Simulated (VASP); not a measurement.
Runs of VASP 6.6.1 on BeTe. It takes space group F-43m (No. 216, cubic). Conventional cell: a = 5.612 Å, b = 5.612 Å, c = 5.612 Å, α = 90.00°, β = 90.00°, γ = 90.00°. Be (site symmetry -43m) is surrounded by 4 Te at 2.43 Å. Te (site symmetry -43m) is surrounded by 4 Be at 2.43 Å. 

```tsv
task	level	cell	k mesh	cutoff (eV)	grid for exact exchange (PRECFOCK)	exchange at q = 0	share of exact exchange	screening parameter	gap on the mesh (eV)	pressure (GPa)
band structure	PBE0	F-43m, 22.1 Å³/atom	6 × 6 × 6	520	Fast	truncated	-	-	3.27	0.5
band structure	PBE-EpsX	F-43m, 22.1 Å³/atom	6 × 6 × 6	520	Fast	truncated	0.1316	-	2.63	(a)
band structure	HSE06	F-43m, 22.1 Å³/atom	6 × 6 × 6	520	Fast	-	-	0.2 1/A	2.63	0.5
relaxation of cell and atoms	PBEsol	relaxed	8 × 8 × 8	600	-	-	-	-	1.83	0.0
```

Alike in all rows: potentials or basis VASP PAW PBE potentials, release 64 (Be, Te); no spin polarisation; smearing gaussian 0.03 eV.

Fill in the values left out.

(a) 1.1.

Caveats: the PAW data sets were made with another functional, which shifts forces and pressure a little; spin-orbit coupling is left out, which moves the levels of the heavy elements.

A k mesh can miss the band edges, and the runs leave out spin-orbit coupling on Te.

Runs at the PBE level aren't shown here.
